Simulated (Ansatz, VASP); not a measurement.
## One calculation of BaS, two programs

INCAR

```
ALGO = Normal
EDIFF = 1E-6
EDIFFG = -0.01
ENCUT = 680
GGA = PE
IBRION = 2
ISIF = 3
ISMEAR = -1
LASPH = T
LCHARG = F
LREAL = F
LWAVE = F
NELM = 80
NSW = 40
PREC = Accurate
SIGMA = 0.05
```

KPOINTS

```
k-points
0
Gamma
  7 7 7
```

File POSCAR:

```
BaS
1.0
    0.0000000000      3.1937500000      3.1937500000
    3.1937500000      0.0000000000      3.1937500000
    3.1937500000      3.1937500000      0.0000000000
Ba S
1 1
Direct
    0.0000000000      0.0000000000      0.0000000000
    0.5000000000      0.5000000000      0.5000000000
```

File input.yaml:

```yaml
crystal:
  lattice:
    - [0.0, 3.19375, 3.19375]
    - [3.19375, 0.0, 3.19375]
    - [3.19375, 3.19375, 0.0]
  atoms:
    - { symbol: Ba, position: [0.0, 0.0, 0.0] }
    - { symbol: S, position: [0.5, 0.5, 0.5] }
hamiltonian:
  xc: pbe
  pseudopotentials: { kind: paw }
kpoints:
  mp_grid: { grid: [7, 7, 7] }
scf:
  occupations: { method: fermi_dirac, width: 0.05 }
output:
  forces: true
  stress: true
  write_density: true
  write_potential: true
  elf: true
  volumetric_format: npy
relax:
  f_tol: 0.01
  max_steps: 40
  cell: { stress_tol: 0.05 }
```

Alike in both runs: task relaxation of cell and atoms; functional PBE; k mesh 7 × 7 × 7; occupations fermi-dirac, width 0.05 eV; no spin polarisation.

```csv
,VASP,Ansatz
version,VASP 6.6.1,Ansatz 0.2.0
potentials or method,"VASP PAW PBE potentials, release 64 (Ba_sv_GW, S_GW)",Ansatz PAW
plane-wave cutoff (eV),680,420
valence electrons in the cell,16,16
```

```tsv
	VASP	Ansatz	Ansatz less VASP
gap on the k mesh at the Fermi level, each at its own relaxed structure (eV)	2.29	2.29	0.000
relaxed volume (Å³/atom)	33.19	33.21	+0.026
relaxed cell length with the largest relative difference (Å)	4.545	4.546	+0.0012
energy change over the relaxation (meV/atom)	-2	-2	-0.1
```

Caveats: spin-orbit coupling is left out, which moves the levels of the heavy elements; an odd mesh through Γ misses points on the zone boundary, where band edges often lie (VASP); odd divisions of the mesh miss points on the zone boundary, where band edges often lie, so the gap on the mesh can be too wide (Ansatz); the plane-wave basis is chosen anew once the cell has moved, so the energies of steps on either side of that aren't comparable (Ansatz). Zero-point motion and thermal expansion aren't in these numbers. PBE usually gives volumes a little too large and moduli too small.
